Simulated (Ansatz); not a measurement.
Al2O3 (Pnnm) from a database structure, relaxed with r2SCAN. Space group Pnnm (No. 58), orthorhombic; conventional cell a = 4.627 Å, b = 9.609 Å, c = 2.996 Å, 13.32 Å³ an atom. Al is surrounded by 4 O at 1.67–1.80 Å; O is surrounded by 3 Al at 1.79–1.80 Å; O is surrounded by 2 Al at 1.67 Å.

```
Al O
1.0
     4.62746    0.00000    0.00000
     0.00000    9.60885    0.00000
     0.00000    0.00000    2.99560
Al O
4 6
Direct
  0.41480 0.33081 0.50000
  0.58520 0.66919 0.50000
  0.91480 0.16919 0.00000
  0.08520 0.83081 0.00000
  0.73242 0.22254 0.50000
  0.00000 0.00000 0.00000
  0.76758 0.72254 0.00000
  0.23242 0.27746 0.00000
  0.26758 0.77746 0.50000
  0.50000 0.50000 0.50000
```

4 runs of Ansatz 0.2.0 on this cell differ in the functional (and in the settings that go with it). Levels are in eV from each run's valence top; v1 is the last filled band, c1 the first empty one.

Run A, mean stress +4.3 GPa (compression positive):
```
point     v5     v3     v1    c1    c2    c3
    Γ  -1.75  -0.56   0.00  3.56  5.28  6.42
    X  -2.50  -1.05  -0.02  6.01  6.01  6.74
    S  -2.81  -0.96  -0.02  5.99  5.99  6.53
    Y  -1.95  -0.89  -0.03  4.25  4.25  6.71
    Z  -2.49  -1.51  -0.73  7.05  7.05  7.60
    U  -2.22  -1.62  -0.76  7.02  7.02  8.45
```

Run B, mean stress -0.1 GPa (compression positive):
```
point     v5     v3     v1    c1    c2     c3
    Γ  -1.86  -0.59   0.00  5.22  7.08   8.11
    X  -2.64  -1.09  -0.03  7.77  7.77   8.57
    S  -2.95  -1.00  -0.03  7.79  7.79   8.26
    Y  -2.06  -0.93  -0.03  5.93  5.93   8.50
    Z  -2.67  -1.60  -0.76  8.84  8.84   9.34
    U  -2.38  -1.71  -0.79  8.81  8.81  10.19
```

Run C, mean stress 0.0 GPa (compression positive):
```
point     v5     v3     v1    c1    c2    c3
    Γ  -1.81  -0.58   0.00  4.12  6.00  6.92
    X  -2.56  -1.07  -0.02  6.65  6.65  7.49
    S  -2.87  -0.99  -0.02  6.71  6.71  7.10
    Y  -2.01  -0.91  -0.03  4.83  4.83  7.48
    Z  -2.56  -1.53  -0.75  7.77  7.77  8.25
    U  -2.29  -1.64  -0.78  7.77  7.77  9.13
```

Run D, mean stress -0.2 GPa (compression positive):
```
point     v5     v3     v1    c1    c2     c3
    Γ  -1.86  -0.59   0.00  5.97  7.85   8.88
    X  -2.64  -1.09  -0.02  8.54  8.54   9.35
    S  -2.96  -1.01  -0.02  8.56  8.56   9.04
    Y  -2.06  -0.93  -0.03  6.69  6.69   9.27
    Z  -2.68  -1.61  -0.77  9.60  9.60  10.11
    U  -2.38  -1.72  -0.79  9.57  9.57  10.96
```

Task: Match the runs to PBE, r2SCAN, HSE06, PBE0.

Result: A is PBE, B is HSE06, C is r2SCAN, D is PBE0. In order of the gap: PBE 3.56, r2SCAN 4.12, HSE06 5.22, PBE0 5.97 eV.

Calculated for a static, non-magnetic cell.

The stress of a hybrid is loosely converged in these runs.

The meshes of the hybrids are coarse, so their gaps aren't converged to the digits shown.
